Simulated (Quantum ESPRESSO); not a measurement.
SnTe: zone-centre phonons and dielectric response under several settings

```
Te Sn
1.0
     0.00000    3.61115    3.61115
     3.61115    0.00000    3.61115
     3.61115    3.61115    0.00000
Te Sn
1 1
Direct
  0.25000 0.25000 0.25000
  0.00000 0.00000 0.00000
```

Measurements of this composition are mostly on another form, of space group No. 225.

All runs used Quantum ESPRESSO 7.5; k mesh 6 × 6 × 6, shifted; relaxed cell; no spin polarisation; occupations smeared at first, fixed for the response.

```tsv
level	potentials	cutoff (eV)	volume (Å³/atom)	pressure (GPa)	lowest optical mode without the field (cm⁻¹)	highest mode with the field (cm⁻¹)	ε∞ (mean)	ε0 (mean)	Born charge of atom 1 (e)	sum of the Born charges (e)
PBEsol	GBRV 1.5 PBEsol	925	?	0.1	?	?	?	?	?	?
PBE	JTH 2.0 PBE	707	46.69	0.0	105	119	12.67	16.4	-2.17	0.02
```

Problem. What stands in the row left open?

Solution. Volume 44.12 Å³/atom; lowest optical mode without the field 110 cm⁻¹; highest mode with the field 123 cm⁻¹; ε∞ 15.12; ε0 18.7; Born charge of atom 1 -2.19 e; sum of the Born charges 0.01 e.

For the row left open. Caveat: the mesh is thin for the dielectric tensor, Born charges and intensities, which usually come out too large.
